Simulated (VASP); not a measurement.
A run of VASP 6.6.1:

POSCAR

```
CdO
1.0
    0.0000000000      2.3476500000      2.3476500000
    2.3476500000      0.0000000000      2.3476500000
    2.3476500000      2.3476500000      0.0000000000
Cd O
1 1
Direct
    0.0000000000      0.0000000000      0.0000000000
    0.5000000000      0.5000000000      0.5000000000
```

Contents of INCAR.step1:

```
SYSTEM = CdO
PREC = Accurate ; ENCUT = 520
EDIFF = 1E-7 ; ISMEAR = 0
SIGMA = 0.02 ; LREAL = .FALSE.
LASPH = .TRUE. ; NELM = 60
ALGO = Fast ; ISIF = 2
LWAVE = .FALSE. ; LCHARG = .TRUE.
LDAU = .TRUE. ; LDAUTYPE = 2
LDAUL = 2 -1 ; LDAUU = 8 0
LDAUJ = 0 0 ; LDAUPRINT = 1
GGA = PE ; NBANDS = 16
```

File KPOINTS.step1:

```
Automatic mesh
0
G
  8 8 8
  0 0 0
```

INCAR.step2

```
SYSTEM = CdO
PREC = Accurate ; ENCUT = 520
EDIFF = 1E-7 ; ISMEAR = 0
SIGMA = 0.05 ; LREAL = .FALSE.
LASPH = .TRUE. ; NELM = 60
ALGO = Fast ; ISIF = 2
LWAVE = .FALSE. ; LCHARG = .FALSE.
LDAU = .TRUE. ; LDAUTYPE = 2
LDAUL = 2 -1 ; LDAUU = 8 0
LDAUJ = 0 0 ; LDAUPRINT = 1
GGA = PE ; NBANDS = 16
ICHARG = 11
```

File KPOINTS.step2:

```
path GXWKGLUWLK,UX
20
line-mode
reciprocal
 0.0000000000  0.0000000000  0.0000000000  G
 0.5000000000  0.0000000000  0.5000000000  X

 0.5000000000  0.0000000000  0.5000000000  X
 0.5000000000  0.2500000000  0.7500000000  W

 0.5000000000  0.2500000000  0.7500000000  W
 0.3750000000  0.3750000000  0.7500000000  K

 0.3750000000  0.3750000000  0.7500000000  K
 0.0000000000  0.0000000000  0.0000000000  G

 0.0000000000  0.0000000000  0.0000000000  G
 0.5000000000  0.5000000000  0.5000000000  L

 0.5000000000  0.5000000000  0.5000000000  L
 0.6250000000  0.2500000000  0.6250000000  U

 0.6250000000  0.2500000000  0.6250000000  U
 0.5000000000  0.2500000000  0.7500000000  W

 0.5000000000  0.2500000000  0.7500000000  W
 0.5000000000  0.5000000000  0.5000000000  L

 0.5000000000  0.5000000000  0.5000000000  L
 0.3750000000  0.3750000000  0.7500000000  K

 0.6250000000  0.2500000000  0.6250000000  U
 0.5000000000  0.0000000000  0.5000000000  X
```

Potentials or basis: VASP PAW PBE potentials, release 64 (Cd, O).

Run with:

```console
$ cat potpaw_PBE.64/Cd/POTCAR potpaw_PBE.64/O/POTCAR > POTCAR
$ cp INCAR.step1 INCAR
$ cp KPOINTS.step1 KPOINTS
$ mpirun -np 1 vasp_std > vasp.out
$ cp INCAR.step2 INCAR
$ cp KPOINTS.step2 KPOINTS
$ mpirun -np 1 vasp_std > vasp.out
```

Hardware: 1 thread of Intel(R) Xeon(R) 6975P-C (Granite Rapids), on a shared host.

Task: Estimate the wall time of this run.

Result: It took 28 s on 1 thread of Intel(R) Xeon(R) 6975P-C (Granite Rapids) (shared host), peak memory 0.21 GiB. Counts: scf iterations 6, k points 200.
